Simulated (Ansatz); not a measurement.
# In3As: a one-atom displacement scan, part 1 of 2

This session takes In3As and sets out to measure how stiffly atom 1 (In) is held and map the energy as atom 4 (As) is pushed off its site.

Computed with Ansatz 0.2.0 (DFT PBE+D3(BJ), scalar-relativistic, plane waves, PAW, unless a step's input says otherwise).

2 further runs of the same task are left out: 2 set aside as unsound or not needed.

## (1) The starting structure

Symmetry: Pm-3m, No. 221, cubic system. Conventional cell: a = 4.602 Å, b = 4.602 Å, c = 4.602 Å, α = 90.00°, β = 90.00°, γ = 90.00°. Around In (site symmetry 4/mmm) lie 8 In at 3.25 Å and 4 As at 3.25 Å. As (site symmetry m-3m) is surrounded by 12 In at 3.25 Å.

As a file:

```cif
data_structure
_symmetry_space_group_name_H-M 'P 1'
_symmetry_Int_Tables_number 1
_cell_length_a 4.6021
_cell_length_b 4.6021
_cell_length_c 4.6021
_cell_angle_alpha 90.000
_cell_angle_beta 90.000
_cell_angle_gamma 90.000
_cell_volume 97.47
loop_
_atom_site_label
_atom_site_type_symbol
_atom_site_fract_x
_atom_site_fract_y
_atom_site_fract_z
_atom_site_occupancy
In1 In 0.00000 0.50000 0.50000 1
In2 In 0.50000 0.00000 0.50000 1
In3 In 0.50000 0.50000 0.00000 1
As1 As 0.00000 0.00000 0.00000 1
```

It goes back to an entry of the Materials Project, which need not be the stable form.

This cell was relaxed beforehand with the same method: volume 24.37 Å³/atom, gap on the mesh none (metal).

## (2) Zero of energy

Reference values: F = -21650.7890 eV; pressure 0.00 GPa; largest force 0.000 eV/Å; gap on the mesh none (metal). It was computed beforehand with the settings of the runs below.

## (3) Setting up a one-atom displacement scan

Atom 1 (In) is moved by x along the Cartesian unit vector (-0.707, -0.707, 0.000); the cell and all other atoms stay fixed. Forces below are components along that vector, summed over the moved atoms. In a periodic cell its images move with it.

## (4) x = -0.450 Å

input.yaml reads:

```yaml
crystal:
  lattice:
    - [4.6021353856, 0.0, 0.0]
    - [0.0, 4.6021353856, 0.0]
    - [0.0, 0.0, 4.6021353856]
  atoms:
    - { symbol: In, position: [0.069141393, 0.569141393, 0.5] }
    - { symbol: In, position: [0.5, 0.0, 0.5] }
    - { symbol: In, position: [0.5, 0.5, 0.0] }
    - { symbol: As, position: [0.0, 0.0, 0.0] }
basis:
  ecutwfc: 420
kpoints:
  mp_grid: { grid: [10, 10, 10] }
hamiltonian:
  xc: pbe
  dispersion: d3bj
scf:
  occupations: { method: gaussian, width: 0.15 }
output:
  forces: true
  stress: true
  eigenvalues: true
```

Run with:

```console
$ ansatz run input.yaml --threads 1 --pin off --max-ram 2560MiB --backend cpu --events-out ev --progress --plain --runs-dir out
```

Standard output, cut to the lines that bear on the results:

```text
Warning: RAYON_NUM_THREADS=1 ignored (pool sized by the plan → 1); use --threads N
[...]
Pseudopotentials: kind: paw
Pseudopotential: In, paw, valence charge 13, recommended cutoff 420 eV (normal), In.paw.azcp
Pseudopotential: As, paw, valence charge 15, recommended cutoff 420 eV (normal), As.paw.azcp
Functional definition: PBE
[...]
Crystal: 4 atoms, lattice volume = 97.472 Å³
Basis set: ecut = 420 eV, 1935 PW (Γ), exchange–correlation on 64×64×64 points (8 copies of the dense FFT grid, shifted against one another)
Bands: 33, of which v1, the nominal top of the filled ones, is band 27 counted from 1 (26 counted from 0)
Symmetry: 2 space group operations
Space group: Pm (ITA 6), of the structure as read, at distance tolerance 4.6e-5 Å
k-points: 312 of 1000 (time reversal used)
[...]
SCF iter   1: F=—  HF=-21650.538319 eV  |F-HF|=—  |Δ(HF+E_count)|=         —  Δρ=1.15e-3  dr2=1.78e-3  ethr=1.77e-3  ⟨swp⟩=7.0  Hψ=42730  notcnv=0  defer=13
[...]
SCF iter   7: F=-21650.534978 eV  HF=-21650.534978 eV  |F-HF|=1.53e-8  |Δ(HF+E_count)|=   1.62e-7  Δρ=5.23e-6  dr2=4.26e-8  ethr=1.85e-10  ⟨swp⟩=6.6  Hψ=45940  notcnv=0
[...]
SCF converged after 7 iterations
Free energy (F): -21650.534978 eV
[...]
E sigma→0 (E₀):  -21650.523805 eV
Entropy (-TS):   -0.022345 eV (-5.586 meV/atom)
Fermi energy:    10.537210 eV
[...]
--- Forces (eV/Å), atoms counted from 1 ---
  atom   1  In    -1.14193722    -0.71756003     0.00000000
  atom   2  In     0.88297830     0.88041648     0.00000000
  atom   3  In     0.58578593    -0.28445691     0.00000000
  atom   4  As    -0.32679654     0.12157521     0.00000000
[...]
--- Stress (GPa, compression-positive) ---
        1.800841       1.293133       0.000000
        1.293133       1.887909       0.000000
        0.000000       0.000000       0.874117
  P = ⅓ Tr σ = 1.5210 GPa (15.210 kbar)
--- Band table (eV; the first three rows and the last of 312) ---
[...]
```

Run time: 38 s. Hardware: 1 thread of Intel Xeon 6975P-C (Granite Rapids), shared host; peak memory 0.96 GiB.

## (5) Changed: xc pbesol, ecutwfc left out

input.yaml: that of step 4 with these lines changed.

```diff
@@ -10,4 +10,2 @@
     - { symbol: As, position: [0.0, 0.0, 0.0] }
-basis:
-  ecutwfc: 420
 kpoints:
@@ -15,3 +13,3 @@
 hamiltonian:
-  xc: pbe
+  xc: pbesol
   dispersion: d3bj
@@ -21,3 +19,3 @@
   forces: true
+  eigenvalues: true
   stress: true
-  eigenvalues: true
```

Run with:

```console
$ ansatz run input.yaml --threads 1 --pin off --max-ram 2560MiB --backend cpu --events-out ev --progress --plain --runs-dir out
```

Standard output, cut to the lines that bear on the results:

```text
Warning: RAYON_NUM_THREADS=1 ignored (pool sized by the plan → 1); use --threads N
[...]
[... 3 set-up lines as earlier in the session ...]
Functional definition: PBEsol
[...]
Crystal: 4 atoms, lattice volume = 97.472 Å³
Basis set: ecut = 420 eV, 1935 PW (Γ), exchange–correlation on 64×64×64 points (8 copies of the dense FFT grid, shifted against one another)
Bands: 33, of which v1, the nominal top of the filled ones, is band 27 counted from 1 (26 counted from 0)
[... 2 set-up lines as earlier in the session ...]
k-points: 312 of 1000 (time reversal used)
[...]
SCF iter   1: F=—  HF=-21390.204824 eV  |F-HF|=—  |Δ(HF+E_count)|=         —  Δρ=3.53e-3  dr2=1.53e-2  ethr=1.77e-3  ⟨swp⟩=7.0  Hψ=44706  notcnv=0  defer=12
[...]
SCF iter   7: F=-21390.196816 eV  HF=-21390.196816 eV  |F-HF|=1.83e-8  |Δ(HF+E_count)|=   2.45e-7  Δρ=6.09e-6  dr2=3.79e-8  ethr=1.85e-10  ⟨swp⟩=8.5  Hψ=46924  notcnv=0
[...]
SCF converged after 7 iterations
Free energy (F): -21390.196816 eV
[...]
E sigma→0 (E₀):  -21390.185505 eV
Entropy (-TS):   -0.022622 eV (-5.655 meV/atom)
Fermi energy:    10.361562 eV
[...]
--- Forces (eV/Å), atoms counted from 1 ---
  atom   1  In    -1.03424281    -0.63050033     0.00000000
  atom   2  In     0.81216137     0.80940182     0.00000000
  atom   3  In     0.52822064    -0.26062662     0.00000000
  atom   4  As    -0.30611130     0.08171368     0.00000000
[...]
--- Stress (GPa, compression-positive) ---
       -1.552355       1.234603       0.000000
        1.234603      -1.479089       0.000000
        0.000000       0.000000      -2.492447
  P = ⅓ Tr σ = -1.8413 GPa (-18.413 kbar)
--- Band table (eV; the first three rows and the last of 312) ---
[...]
```

Wall time 50 s (1 thread of Intel Xeon 6975P-C (Granite Rapids), shared host); peak memory 0.94 GiB.

| run | ending | energy change | pressure (GPa) | gap (eV) | force (eV/Å) | cycles | time |
| --- | --- | --- | --- | --- | --- | --- | --- |
| step 4 | converged | - | 1.5 | 0.00 | 1.35 | 7 | 38 s |
| variant | converged | not comparable | -1.8 | 0.00 | 1.21 | 7 | 50 s |

Total energies don't compare across a change of functional; the pressure goes from 1.5 to -1.8 GPa and the largest force goes from 1.35 to 1.21 eV/Å. At this fixed cell a lower pressure means that this functional prefers a smaller volume than the reference.

## (6) x = 0.360 Å

input.yaml: that of step 4 with these lines changed.

```diff
@@ -6,3 +6,3 @@
   atoms:
-    - { symbol: In, position: [0.069141393, 0.569141393, 0.5] }
+    - { symbol: In, position: [-0.0553131144, 0.4446868856, 0.5] }
     - { symbol: In, position: [0.5, 0.0, 0.5] }
```

Run with:

```console
$ ansatz run input.yaml --threads 1 --pin off --max-ram 2560MiB --backend cpu --events-out ev --progress --plain --runs-dir out
```

Standard output, cut to the lines that bear on the results:

```text
Warning: RAYON_NUM_THREADS=1 ignored (pool sized by the plan → 1); use --threads N
[...]
[... 4 set-up lines as earlier in the session ...]
[...]
Crystal: 4 atoms, lattice volume = 97.472 Å³
Basis set: ecut = 420 eV, 1935 PW (Γ), exchange–correlation on 64×64×64 points (8 copies of the dense FFT grid, shifted against one another)
Bands: 33, of which v1, the nominal top of the filled ones, is band 27 counted from 1 (26 counted from 0)
[... 2 set-up lines as earlier in the session ...]
k-points: 312 of 1000 (time reversal used)
[...]
SCF iter   1: F=—  HF=-21650.639383 eV  |F-HF|=—  |Δ(HF+E_count)|=         —  Δρ=1.14e-3  dr2=2.05e-3  ethr=1.77e-3  ⟨swp⟩=7.0  Hψ=42476  notcnv=0  defer=11
[...]
SCF iter   7: F=-21650.635923 eV  HF=-21650.635923 eV  |F-HF|=1.14e-8  |Δ(HF+E_count)|=   5.52e-8  Δρ=4.83e-6  dr2=4.01e-8  ethr=1.85e-10  ⟨swp⟩=8.0  Hψ=40439  notcnv=0
[...]
SCF converged after 7 iterations
Free energy (F): -21650.635923 eV
[...]
E sigma→0 (E₀):  -21650.624107 eV
Entropy (-TS):   -0.023631 eV (-5.908 meV/atom)
Fermi energy:    10.533672 eV
[...]
--- Forces (eV/Å), atoms counted from 1 ---
  atom   1  In     0.83944571     0.49425263     0.00000000
  atom   2  In    -0.62602307    -0.62351555     0.00000000
  atom   3  In    -0.47996017     0.22212789     0.00000000
  atom   4  As     0.26651163    -0.09284575     0.00000000
[...]
--- Stress (GPa, compression-positive) ---
        1.109455       0.758542       0.000000
        0.758542       1.140859       0.000000
        0.000000       0.000000       0.565562
  P = ⅓ Tr σ = 0.9386 GPa (9.386 kbar)
--- Band table (eV; the first three rows and the last of 312) ---
[...]
```

It took 52 s on 1 thread of Intel Xeon 6975P-C (Granite Rapids), shared host; peak memory 0.96 GiB.

## (7) At x = -0.270 Å

input.yaml: that of step 6 with these lines changed.

```diff
@@ -6,3 +6,3 @@
   atoms:
-    - { symbol: In, position: [-0.0553131144, 0.4446868856, 0.5] }
+    - { symbol: In, position: [0.0414848358, 0.5414848358, 0.5] }
     - { symbol: In, position: [0.5, 0.0, 0.5] }
```

Run with:

```console
$ ansatz run input.yaml --threads 1 --pin off --max-ram 2560MiB --backend cpu --events-out ev --progress --plain --runs-dir out
```

Standard output, cut to the lines that bear on the results:

```text
Warning: RAYON_NUM_THREADS=1 ignored (pool sized by the plan → 1); use --threads N
[...]
[... 4 set-up lines as earlier in the session ...]
[...]
Crystal: 4 atoms, lattice volume = 97.472 Å³
Basis set: ecut = 420 eV, 1935 PW (Γ), exchange–correlation on 64×64×64 points (8 copies of the dense FFT grid, shifted against one another)
Bands: 33, of which v1, the nominal top of the filled ones, is band 27 counted from 1 (26 counted from 0)
[... 2 set-up lines as earlier in the session ...]
k-points: 312 of 1000 (time reversal used)
[...]
SCF iter   1: F=—  HF=-21650.710496 eV  |F-HF|=—  |Δ(HF+E_count)|=         —  Δρ=1.15e-3  dr2=2.45e-3  ethr=1.77e-3  ⟨swp⟩=7.0  Hψ=42334  notcnv=0  defer=9
[...]
SCF iter   7: F=-21650.706966 eV  HF=-21650.706966 eV  |F-HF|=1.16e-8  |Δ(HF+E_count)|=   9.24e-8  Δρ=5.31e-6  dr2=4.61e-8  ethr=1.85e-10  ⟨swp⟩=7.7  Hψ=44444  notcnv=0
[...]
SCF converged after 7 iterations
Free energy (F): -21650.706966 eV
[...]
E sigma→0 (E₀):  -21650.694440 eV
Entropy (-TS):   -0.025052 eV (-6.263 meV/atom)
Fermi energy:    10.531887 eV
[...]
--- Forces (eV/Å), atoms counted from 1 ---
  atom   1  In    -0.58740929    -0.32631199     0.00000000
  atom   2  In     0.42554877     0.42415620     0.00000000
  atom   3  In     0.36617353    -0.16343957     0.00000000
  atom   4  As    -0.20429014     0.06558069     0.00000000
[...]
--- Stress (GPa, compression-positive) ---
        0.606857       0.396530       0.000000
        0.396530       0.608262       0.000000
        0.000000       0.000000       0.320767
  P = ⅓ Tr σ = 0.5120 GPa (5.120 kbar)
--- Band table (eV; the first three rows and the last of 312) ---
[...]
```

It took 55 s on 1 thread of Intel Xeon 6975P-C (Granite Rapids), shared host; peak memory 0.96 GiB.

## (8) All points together

The scan, with free energies counted from the undisturbed cell:

| x (Å) | ΔE (meV/cell) | force on the moved atoms (eV/Å) | pressure (GPa) |
| --- | --- | --- | --- |
| -0.450 | 254.0 | 1.315 | 1.5 |
| -0.270 | 82.0 | 0.646 | 0.5 |
| 0.000 | 0.0 | 0.000 | 0.0 |
| 0.360 | 153.0 | -0.943 | 0.9 |

## (9) Setting up a one-atom displacement scan

Atom 4 (As) is moved by x along the Cartesian unit vector (0.000, 0.000, 1.000); the cell and all other atoms stay fixed. Forces below are components along that vector, summed over the moved atoms. In a periodic cell its images move with it.

## (10) Point x = -0.450 Å

input.yaml: that of step 7 with these lines changed.

```diff
@@ -6,6 +6,6 @@
   atoms:
-    - { symbol: In, position: [0.0414848358, 0.5414848358, 0.5] }
+    - { symbol: In, position: [0.0, 0.5, 0.5] }
     - { symbol: In, position: [0.5, 0.0, 0.5] }
     - { symbol: In, position: [0.5, 0.5, 0.0] }
-    - { symbol: As, position: [0.0, 0.0, 0.0] }
+    - { symbol: As, position: [0.0, 0.0, -0.0977806958] }
 basis:
@@ -23 +23,5 @@
   eigenvalues: true
+  write_density: true
+  write_potential: true
+  elf: true
+  volumetric_format: npy
```

Run with:

```console
$ ansatz run input.yaml --threads 1 --pin off --max-ram 2560MiB --backend cpu --events-out ev --progress --plain --runs-dir out
```

Standard output:

```text
Warning: RAYON_NUM_THREADS=1 ignored (pool sized by the plan → 1); use --threads N
Engine: ansatz 0.2.0, x86_64-unknown-linux-gnu
[... 4 set-up lines as earlier in the session ...]
  parameter kappa = 0.804
  parameter beta = 0.06672455060314922
  exchange = pbe_x(kappa = kappa, mu = beta*pi^2/3)
  correlation = pbe_c(beta = beta)
Crystal: 4 atoms, lattice volume = 97.472 Å³
Basis set: ecut = 420 eV, 1935 PW (Γ), exchange–correlation on 64×64×64 points (8 copies of the dense FFT grid, shifted against one another)
Bands: 33, of which v1, the nominal top of the filled ones, is band 27 counted from 1 (26 counted from 0)
Symmetry: 8 space group operations
Space group: P4mm (ITA 99), of the structure as read, at distance tolerance 4.6e-5 Å
k-points: 126 of 1000 (time reversal used)
Non-local potential: In, projectors of the file, l = 0: 2, l = 1: 2, l = 2: 2, l = 3: 2
Non-local potential: As, projectors of the file, l = 0: 2, l = 1: 2, l = 2: 3, l = 3: 1
PAW form: soft (Blöchl's): semilocal exchange-correlation on the pseudo side does not see the compensation charge
PAW one-centre angular grid: In, 590 points (default); XC on 64 Gauss nodes
PAW one-centre angular grid: As, 590 points (default); XC on 64 Gauss nodes
Initial density: superposition of atomic densities (neutral atoms: chi_scale 0, normalization atom), corrected by the library's trained network
Initial wavefunctions: pseudopotential atomic-orbital guess
Functional: x = pbe(κ = 0.804, μ = 0.2195149727645171), c = pbe(β = 0.06672455060314922)
SCF iter   1: F=—  HF=-21650.792527 eV  |F-HF|=—  |Δ(HF+E_count)|=         —  Δρ=1.36e-3  dr2=2.06e-3  ethr=1.77e-3  ⟨swp⟩=7.0  Hψ=17249  notcnv=0  defer=8
preconditioner: auto → Kerker (q_TF=auto, 2.473 Å⁻¹)  [metal: Δε(μ)=0.030 eV  Ē_g=14.342 eV  σ=0.150 eV  W_gap=0.11  n_scr=26 (ndim 8)  ℏωp=24.9 eV  f_vac=0.000  D(μ)=1.89/eV (n_scr^D=6)]
SCF iter   2: F=—  HF=-21650.789260 eV  |F-HF|=—  |Δ(HF+E_count)|=   3.27e-3  Δρ=7.93e-4  dr2=7.35e-4  ethr=3.81e-6  ⟨swp⟩=2.0  Hψ=7770  notcnv=0  defer=8
SCF iter   3: F=—  HF=-21650.789313 eV  |F-HF|=—  |Δ(HF+E_count)|=   5.30e-5  Δρ=3.74e-4  dr2=1.52e-4  ethr=1.36e-6  ⟨swp⟩=2.5  Hψ=7408  notcnv=0  defer=8
SCF iter   4: F=—  HF=-21650.789321 eV  |F-HF|=—  |Δ(HF+E_count)|=   7.43e-6  Δρ=1.65e-4  dr2=2.56e-5  ethr=2.82e-7  ⟨swp⟩=2.7  Hψ=6555  notcnv=0  defer=8
SCF iter   5: F=—  HF=-21650.789332 eV  |F-HF|=—  |Δ(HF+E_count)|=   1.13e-5  Δρ=4.58e-5  dr2=3.06e-6  ethr=4.75e-8  ⟨swp⟩=2.0  Hψ=7270  notcnv=0  defer=8
SCF iter   6: F=—  HF=-21650.789330 eV  |F-HF|=—  |Δ(HF+E_count)|=   1.56e-6  Δρ=1.62e-5  dr2=4.79e-7  ethr=5.66e-9  ⟨swp⟩=2.0  Hψ=7417  notcnv=0  defer=8
SCF iter   7: F=-21650.789330 eV  HF=-21650.789330 eV  |F-HF|=3.56e-8  |Δ(HF+E_count)|=   7.17e-8  Δρ=8.07e-6  dr2=5.74e-8  ethr=1.85e-10  ⟨swp⟩=11.6  Hψ=27833  notcnv=0
SCF 1 converged in 7 iterations: F = -21650.789330 eV  dr2 = 5.74e-8
SCF converged after 7 iterations
Free energy (F): -21650.789330 eV
Harris-Foulkes:  -21650.789330 eV  (|F-HF|=3.56e-8)
Internal energy: -21650.767893 eV  (E = F + TS)
E sigma→0 (E₀):  -21650.778612 eV
Entropy (-TS):   -0.021437 eV (-5.359 meV/atom)
Fermi energy:    10.536704 eV
--- Per-component energies (eV) ---
  E_band       = -283.303601
  E_kinetic    = 827.552451
  E_local      = -4869.631703  (includes V_loc(G=0)·N_el)
  E_nonlocal   = 427.759459
  E_hartree    = 2187.153188
  E_xc         = -727.922982
  E_vxc        = -380.060447  (∫ρ·V_xc dr)
  E_paw        = -14290.710853  (= ΣΔE_a)
  E_vpaw       = -663.239923  (= ΣTr[D̂ρ^β])
  E_aug_tail   = 0.000086  (compensation charges beyond the density's cutoff)
  E_ewald      = -5203.507192
  E_disp       = -1.460347  (pairwise vdW)
  E_smearing   = -0.021437  (= −TS)
  E_closure    = 0.000000  (closes the sum)
  Σ components = -21650.789330   (vs F -21650.789330, Δ=0.00e0)
--- Forces (eV/Å), atoms counted from 1 ---
  atom   1  In     0.00000000     0.00000000    -0.31066650
  atom   2  In    -0.00000000     0.00000000    -0.31066650
  atom   3  In    -0.00000000     0.00000000     0.43231708
  atom   4  As    -0.00000000     0.00000000     0.18902368
  max |Σ_I F_I| component: 7.76e-6 eV/Å
--- Stress (GPa, compression-positive) ---
        0.967355       0.000000      -0.000000
        0.000000       0.967355       0.000000
       -0.000000       0.000000       1.162978
  P = ⅓ Tr σ = 1.0326 GPa (10.326 kbar)
--- Band table (eV; the first three rows and the last of 126) ---
  k-point 0: bands = ["-24.9703", "-24.9689", "-24.9591", "-24.9591", "-24.9537", "-4.2847", "-4.2589", "-4.2566", "-4.2566", "-4.0758", "-4.0757", "-3.8980", "-3.8913", "-3.8913", "-3.8121", "-3.8073", "-3.6982", "-3.6566", "-3.6562", "-3.6562", "-1.1289", "4.3057", "7.3373", "7.3373", "7.4663", "8.6303", "8.8557", "12.7277", "12.7277", "12.7326", "15.0027", "15.0027", "15.0937"]
  k-point 1: bands = ["-24.9703", "-24.9689", "-24.9591", "-24.9591", "-24.9537", "-4.2740", "-4.2565", "-4.2443", "-4.2443", "-4.0741", "-4.0673", "-3.9004", "-3.8926", "-3.8926", "-3.8151", "-3.8118", "-3.7050", "-3.6721", "-3.6721", "-3.6566", "-1.0839", "4.1868", "7.0289", "7.4110", "7.4110", "8.6785", "9.5112", "12.5313", "12.6154", "12.6154", "14.6128", "14.7881", "14.7881"]
  k-point 2: bands = ["-24.9703", "-24.9689", "-24.9591", "-24.9591", "-24.9537", "-4.2501", "-4.2441", "-4.2083", "-4.2083", "-4.0690", "-4.0437", "-3.9068", "-3.8966", "-3.8966", "-3.8383", "-3.8112", "-3.7243", "-3.7171", "-3.7171", "-3.6566", "-0.9566", "3.8353", "6.5384", "7.6237", "7.6237", "8.8177", "10.4808", "12.2122", "12.2122", "12.3226", "13.7153", "14.5889", "14.5889"]
  k-point 125: bands = ["-24.9700", "-24.9690", "-24.9591", "-24.9591", "-24.9534", "-4.2374", "-4.1431", "-4.1431", "-4.1384", "-4.0799", "-4.0716", "-4.0716", "-3.8739", "-3.8739", "-3.8617", "-3.8469", "-3.8334", "-3.7010", "-3.6926", "-3.6926", "0.5542", "5.5725", "5.5725", "6.2707", "6.4724", "6.9414", "6.9686", "6.9686", "15.4857", "15.4857", "15.7536", "19.4585", "19.5649"]
```

Run time: 29 s. Hardware: 1 thread of Intel Xeon 6975P-C (Granite Rapids), shared host; peak memory 0.6 GiB.

Density in a lattice plane of the grid's cell (edges 4.60 and 4.60 Å, at 0.000 of the third edge), which holds In and As.

Values in e/Å³, 12 rows by 12 columns:
```
32.72 11.65  1.09  0.30  0.12  0.07  0.06  0.07  0.12  0.30  1.09 11.65
16.58  6.19  0.82  0.29  0.15  0.11  0.10  0.11  0.15  0.29  0.82  6.19
 1.62  0.94  0.44  0.25  0.20  0.23  0.27  0.23  0.20  0.25  0.44  0.94
 0.36  0.32  0.24  0.23  0.38  0.94  1.49  0.94  0.38  0.23  0.24  0.32
 0.14  0.14  0.15  0.26  0.95  4.20  7.23  4.20  0.95  0.26  0.15  0.14
 0.07  0.08  0.11  0.28  1.50  7.22 12.96  7.22  1.50  0.28  0.11  0.08
 0.05  0.05  0.09  0.22  0.95  4.18  7.20  4.18  0.95  0.22  0.09  0.05
 0.05  0.05  0.07  0.14  0.35  0.95  1.50  0.95  0.35  0.14  0.07  0.05
 0.09  0.08  0.08  0.09  0.14  0.23  0.28  0.23  0.14  0.09  0.08  0.08
 0.24  0.21  0.14  0.10  0.09  0.10  0.10  0.10  0.09  0.10  0.14  0.21
 0.81  0.58  0.31  0.15  0.08  0.06  0.06  0.06  0.08  0.15  0.31  0.58
 8.27  3.36  0.64  0.23  0.10  0.06  0.05  0.06  0.10  0.23  0.64  3.36
```
Columns run along the first of these edges and rows up along the second, over one cell in 12 and 12 even steps from the bottom left corner. Atoms in the plane (fractional): In at (0.50, 0.50), As at (0.00, 0.90).

ELF in the same plane.

Values, 12 rows by 12 columns:
```
0.41 0.28 0.64 0.62 0.33 0.13 0.09 0.13 0.33 0.62 0.64 0.28
0.19 0.38 0.64 0.60 0.33 0.19 0.17 0.19 0.33 0.60 0.64 0.38
0.57 0.62 0.62 0.49 0.26 0.21 0.21 0.21 0.26 0.49 0.62 0.62
0.58 0.58 0.51 0.30 0.22 0.28 0.27 0.28 0.22 0.30 0.51 0.58
0.38 0.36 0.30 0.22 0.28 0.10 0.02 0.10 0.28 0.22 0.30 0.36
0.14 0.16 0.22 0.23 0.27 0.01 0.00 0.01 0.27 0.23 0.22 0.16
0.06 0.08 0.18 0.24 0.31 0.10 0.01 0.10 0.31 0.24 0.18 0.08
0.07 0.08 0.13 0.25 0.27 0.30 0.27 0.30 0.27 0.25 0.13 0.08
0.30 0.24 0.16 0.17 0.26 0.27 0.27 0.27 0.26 0.17 0.16 0.24
0.69 0.65 0.45 0.21 0.17 0.24 0.27 0.24 0.17 0.21 0.45 0.65
0.72 0.72 0.67 0.45 0.17 0.12 0.12 0.12 0.17 0.45 0.67 0.72
0.39 0.55 0.68 0.60 0.27 0.10 0.07 0.10 0.27 0.60 0.68 0.55
```
Columns run along the first of these edges and rows up along the second, over one cell in 12 and 12 even steps from the bottom left corner. Atoms in the plane (fractional): In at (0.50, 0.50), As at (0.00, 0.90).

Both are smooth fields of the valence electrons: close to the nuclei they are not physical.

The highest ELF values outside the cores: 0.72 beside As, off the lines to its neighbours, 0.8 Å from As; 0.62 in the shell around As, 0.9 Å from As.

(Continued in part 2 of 2.)
